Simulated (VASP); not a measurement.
GeSe:

```
Ge Se
1.0
    10.79000    0.00000    0.00000
     0.00000    3.82000    0.00000
     0.00000    0.00000    4.38000
Ge Se
4 4
Cartesian
  1.3056 2.8650 3.9157
  6.7006 2.8650 2.6543
  4.0894 0.9550 1.7257
  9.4844 0.9550 0.4643
  9.1931 2.8650 2.1769
  3.7981 2.8650 0.0131
  6.9919 0.9550 4.3669
  1.5969 0.9550 2.2031
```

- Program: VASP 6.6.1
- Task: relaxation of cell and atoms
- Functional: PBE
- Dispersion: D3(BJ)
- Potentials or basis: VASP PAW PBE potentials, release 64 (Ge_d, Se)
- Cutoff: 600 eV
- k mesh: 3 × 6 × 5
- Occupations: gaussian, width 0.02 eV
- Spin: no spin polarisation

At the start: pressure 3.4 GPa; volume 22.57 Å³/atom.

Question: Where does the relaxation end?

Answer: Over 39 steps the energy falls by 11.8 meV/atom and the volume is 23.55 Å³/atom (+4.4 %); space group Pnma (No. 62, to 0.05 Å).

Step by step:
```
step  energy change (eV)  largest force (eV/Å)  pressure (GPa)  volume (Å³)
   1              0.0000                0.2418            3.36       180.53
   2             -0.0414                0.2927           -2.41       193.16
   3             -0.0849                0.1377           -0.08       187.94
   4             -0.0850                0.1335           -0.02       187.79
   5             -0.0891                0.0903            0.00       187.96
   6             -0.0914                0.0412            0.04       188.18
   7             -0.0915                0.0381            0.04       188.21
   8             -0.0924                0.0309           -0.04       188.45
   9             -0.0926                0.0330           -0.08       188.62
  10             -0.0932                0.0333            0.05       188.33
  11             -0.0934                0.0340            0.17       188.06
  12             -0.0938                0.0249            0.12       188.17
  13             -0.0940                0.0155            0.06       188.30
  14             -0.0939                0.0190           -0.08       188.57
  15             -0.0940                0.0122            0.00       188.40
  16             -0.0941                0.0118           -0.01       188.41
  17             -0.0942                0.0106           -0.02       188.43
  18             -0.0943                0.0084           -0.04       188.47
  19             -0.0945                0.0066           -0.08       188.56
  20             -0.0945                0.0064           -0.03       188.49
  21             -0.0945                0.0064           -0.03       188.48
  22             -0.0945                0.0066           -0.03       188.47
  23             -0.0946                0.0069           -0.03       188.43
  24             -0.0946                0.0081            0.00       188.37
  25             -0.0946                0.0112            0.06       188.24
  26             -0.0946                0.0086            0.03       188.33
  27             -0.0946                0.0083            0.01       188.35
  28             -0.0946                0.0068            0.00       188.35
  29             -0.0946                0.0066            0.00       188.36
  30             -0.0946                0.0071           -0.02       188.37
  31             -0.0946                0.0053            0.01       188.33
  32             -0.0946                0.0049            0.02       188.32
  33             -0.0946                0.0053            0.02       188.30
  34             -0.0946                0.0062            0.04       188.27
  35             -0.0947                0.0077            0.02       188.29
  36             -0.0947                0.0110            0.00       188.34
  37             -0.0947                0.0101            0.00       188.35
  38             -0.0947                0.0075           -0.01       188.37
  39             -0.0948                0.0038           -0.01       188.43
```

Final structure:
```xyz
8
Lattice="10.9573 0.0000 0.0000 0.0000 3.8822 0.0000 0.0000 0.0000 4.4295" Properties=species:S:1:pos:R:3 pbc="T T T"
Ge    1.3468    2.9117    3.9311
Ge    6.8255    2.9117    2.7133
Ge    4.1318    0.9706    1.7163
Ge    9.6105    0.9706    0.4985
Se    9.3624    2.9117    2.2149
Se    3.8837    2.9117    4.4294
Se    7.0736    0.9706    0.0001
Se    1.5950    0.9706    2.2147
```
